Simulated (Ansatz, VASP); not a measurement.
## SnH5: VASP beside Ansatz

INCAR

```
SYSTEM = SnH5
  ALGO = Normal
  EDIFF = 1E-6
  EDIFFG = -0.04
  ENCUT = 600
  GGA = PE
  IBRION = 2
  ISIF = 3
  ISMEAR = 0
  LASPH = .True.
  LCHARG = .False.
  LREAL = .False.
  LWAVE = .False.
  NELM = 80
  NSW = 90
  PREC = Accurate
  SIGMA = 0.1
```

KPOINTS

```
k-points
0
Gamma
  6 6 4
  0 0 0
```

Contents of POSCAR:

```
SnH5
1.0
    3.8909350100      0.0000000000      0.0000000000
   -1.9454675100      3.3696485600      0.0000000000
    0.0000000000      0.0000000000      5.2817527400
Sn H
1 5
Direct
    0.0000000000      0.0000000000      0.5000000000
    0.6666666700      0.3333333300      0.7959949400
    0.0000000000      0.0000000000      0.0000000000
    0.6666666700      0.3333333300      0.2040050600
    0.3333333300      0.6666666700      0.2040050600
    0.3333333300      0.6666666700      0.7959949400
```

Input for Ansatz:

```yaml
crystal:
  lattice:
    - [3.89093501, 0.0, 0.0]
    - [-1.94546751, 3.36964856, 0.0]
    - [0.0, 0.0, 5.28175274]
  atoms:
    - { symbol: Sn, position: [0.0, 0.0, 0.5] }
    - { symbol: H, position: [0.66666667, 0.33333333, 0.79599494] }
    - { symbol: H, position: [0.0, 0.0, 0.0] }
    - { symbol: H, position: [0.66666667, 0.33333333, 0.20400506] }
    - { symbol: H, position: [0.33333333, 0.66666667, 0.20400506] }
    - { symbol: H, position: [0.33333333, 0.66666667, 0.79599494] }
basis:
  ecutwfc: 420
kpoints:
  mp_grid: { grid: [6, 6, 4] }
hamiltonian:
  xc: pbe
scf:
  occupations: { method: gaussian, width: 0.1 }
  lower_state_search: "off"
output:
  forces: true
  stress: true
  eigenvalues: true
relax:
  adjacent_minimum: "off"
  f_tol: 0.04
  max_steps: 70
  cell: { stress_tol: 0.4 }
```

Change from the starting cell: species swapped into the BaSn5 type (P6/mmm, No. 191).

Alike in both runs: task relaxation of cell and atoms; functional PBE; k mesh 6 × 6 × 4; occupations gaussian, width 0.1 eV; no spin polarisation.

|  | VASP | Ansatz |
| --- | --- | --- |
| version | VASP 6.6.1 | Ansatz 0.2.0 |
| potentials or method | VASP PAW PBE potentials, release 64 (Sn_d, H) | scalar-relativistic, plane waves, PAW |
| plane-wave cutoff (eV) | 600 | 420 |
| valence electrons in the cell | 19 | 19 |

Ansatz gave:

```
gap on the k mesh at the Fermi level, each at its own relaxed structure (eV) : none
relaxed volume (Å³/atom)                                                     : 9.83
relaxed cell length with the largest relative difference (Å)                 : 4.057
energy change over the relaxation (meV/atom)                                 : -968
```

Q: Which values does VASP return?

A: gap on the k mesh at the Fermi level, each at its own relaxed structure (eV): none; relaxed volume (Å³/atom): 9.71; relaxed cell length with the largest relative difference (Å): 4.018; energy change over the relaxation (meV/atom): -969.

A gap of «none» marks a metal or a gap that the smearing closes.

Caveats: the volume moved by over 15 % at a fixed basis, so the end points are rough (VASP).
